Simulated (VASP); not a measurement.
In PbSe (rock salt type) the Pb atom of the primitive cell, with all its periodic images, is moved by 0.06 Å along [111].

```yaml
crystal:
  lattice:
    - [0.00000, 3.10500, 3.10500]
    - [3.10500, 0.00000, 3.10500]
    - [3.10500, 3.10500, 0.00000]
  atoms:
    - { symbol: Pb, position: [0.00558, 0.00558, 0.00558] }
    - { symbol: Se, position: [0.50000, 0.50000, 0.50000] }
```
Lattice in Å, positions in fractions of it.

Level of theory: PBE, plane waves, standard recommended PAW potentials in VASP.

Cutoff 309 eV; orbitals from an earlier step on the same cell; potentials Pb_d Se; PREC = Accurate; k-mesh 4×4×4 Γ-centred; Fermi–Dirac smearing of 0.05 eV; no spin polarisation; no spin–orbit coupling.

(1) What force results?

Results:

(1) The force on it along the displacement is 0.0395 eV/Å, a force constant of -0.66 eV/Å². It is negative: the force pushes the atom further, so on this mesh the structure is unstable along this displacement. On a mesh this coarse the force constant of so soft a mode can lie far from its converged value, in sign too.

| atom | Fx (eV/Å) | Fy (eV/Å) | Fz (eV/Å) |
| --- | --- | --- | --- |
| Pb1 | 0.0228 | 0.0228 | 0.0228 |
| Se2 | -0.0228 | -0.0228 | -0.0228 |

Where the force pushes the moved atom further off its site, the soft mode may be real or faked by the k-mesh. The k-mesh is modest, so these values aren't fully converged in k. Spin–orbit coupling is left out, which matters for 6p elements such as Tl, Pb and Bi.
